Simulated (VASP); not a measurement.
Input of a VASP 6.6.1 run:

INCAR

```
PREC = Accurate ; ENCUT = 600
EDIFF = 1E-7 ; ISMEAR = 0
SIGMA = 0.1 ; LREAL = F
LASPH = T ; NELM = 60
ALGO = Normal ; ISIF = 3
LWAVE = F ; LCHARG = F
GGA = PS ; IBRION = 2
NSW = 90 ; EDIFFG = -0.005
```

File KPOINTS:

```
regular mesh
0
Gamma
  18 18 18
```

POSCAR

```
Ti
1.0
    0.0000000000      2.0545745400      2.0545745400
    2.0545745400      0.0000000000      2.0545745400
    2.0545745400      2.0545745400      0.0000000000
Ti
1
Direct
    0.0000000000      0.0000000000      0.0000000000
```

Potentials or basis: VASP PAW PBE potentials, release 64 (Ti_sv).

Run with:

```bash
$ cat potpaw_PBE.64/Ti_sv/POTCAR > POTCAR
$ mpirun -np 1 vasp_std > vasp.out
```

(1) Estimate the band gap on the k mesh.

(2) Estimate the relaxed volume.

Results:

(1) none (metal or under the smearing width).

(2) 16.64 Å³/atom.

Caveat: the PAW data sets were made with another functional, which shifts forces and pressure a little.
